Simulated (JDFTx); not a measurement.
Runs of JDFTx 1.7.0 (patched build) on C. Symmetry: Fd-3m, No. 227, cubic system. The conventional cell has a = 3.567 Å, b = 3.567 Å, c = 3.567 Å, α = 90.00°, β = 90.00°, γ = 90.00°. Around C (site symmetry -43m) lie 4 C at 1.54 Å. This isn't the form of C at room conditions, which is graphite.

```tsv
task	level	potentials or basis	k mesh	cutoff (eV)	local potential set to -Z/r beyond	max SCF steps	SCF threshold on the energy	solver of the electrons	further solve for the empty bands	mesh quality	gap on the mesh (eV)	pressure (GPa)	V0 of scaled cells (Å³/atom)	B0 (GPa)
single point	PBEsol	PseudoDojo-SR-PBEsol-0.4.1-standard with smoothed tails	13 × 13 × 13	1116	6 bohr	100	1e-09 Ha	scf	yes	not flagged	4.05	-3.2	-	-
equation of state	PBEsol	PseudoDojo-SR-PBEsol-0.4.1-standard	13 × 13 × 13	1116	-	100	1e-09 Ha	scf	-	not flagged	-	-	(a)	449
equation of state	LDA	PseudoDojo-SR-LDA-0.4.1-standard	13 × 13 × 13	1116	-	100	1e-09 Ha	scf	-	not flagged	-	-	(c)	(b)
single point	r2SCAN	SG15-PBE-1.2	13 × 13 × 13	1088	-	100	1e-09 Ha	scf	yes	not flagged	4.27	-2.4	-	-
single point	HSEsol	PseudoDojo-SR-PBE-0.5-standard	5 × 5 × 5	1007	-	100	1e-07 Ha	scf	yes	coarse	5.12	-10.9	-	-
```

Alike in all rows: no spin polarisation; cell as given; smearing fermi-dirac 0.05 eV.

**Question.** Estimate the missing entries.

**Answer.** (a) 5.63; (b) 465; (c) 5.53.

Caveats: some runs use coarse meshes; an odd mesh through Γ misses points on the zone boundary, where band edges often lie (some runs); the potentials were made for another functional, which shifts forces and pressure (some runs); the cutoff is short for these files and lowers the pressure by up to 1 GPa (some runs); versions of the library of functionals differ on this one, in energies and forces (some runs); the hybrid runs on potentials with a model core (some runs).

Not every run made on this cell is shown here.
